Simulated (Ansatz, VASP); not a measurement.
LiCl: VASP beside Ansatz

```
Cl Li
1.0
     0.00000    2.56477    2.56477
     2.56477    0.00000    2.56477
     2.56477    2.56477    0.00000
Cl Li
1 1
Direct
  0.50000 0.50000 0.50000
  0.00000 0.00000 0.00000
```

Alike in both runs: task relaxation of cell and atoms; functional LDA; k mesh 9 × 9 × 9; no spin polarisation.

|  | VASP | Ansatz |
| --- | --- | --- |
| version | VASP 6.6.1 | Ansatz 0.2.0 |
| potentials or method | VASP PAW LDA potentials, release 64 (Cl, Li_sv) | JTH PAW LDA |
| plane-wave cutoff (eV) | 600 | 1200 |
| occupations | gaussian, width 0.01 eV | fixed |
| valence electrons in the cell | 10 | 10 |

```tsv
	VASP	Ansatz	Ansatz less VASP
gap on the k mesh at the Fermi level, each at its own relaxed structure (eV)	6.57	6.53	-0.037
relaxed volume (Å³/atom)	15.25	15.36	+0.110
relaxed cell length with the largest relative difference (Å)	3.507	3.516	+0.0084
energy change over the relaxation (meV/atom)	-18	-16	+2.3
```

Caveats: the cutoff is under 1.25 times the usual one of these potentials, so pressure, stress and relaxed cells hold a basis-set (Pulay) error (VASP); an odd mesh through Γ misses points on the zone boundary, where band edges often lie (VASP); odd divisions of the mesh miss points on the zone boundary, where band edges often lie, so the gap on the mesh can be too wide (Ansatz); the plane-wave basis is chosen anew once the cell has moved, so the energies of steps on either side of that aren't comparable (Ansatz). As with any semilocal functional, this LDA gap is likely too small.
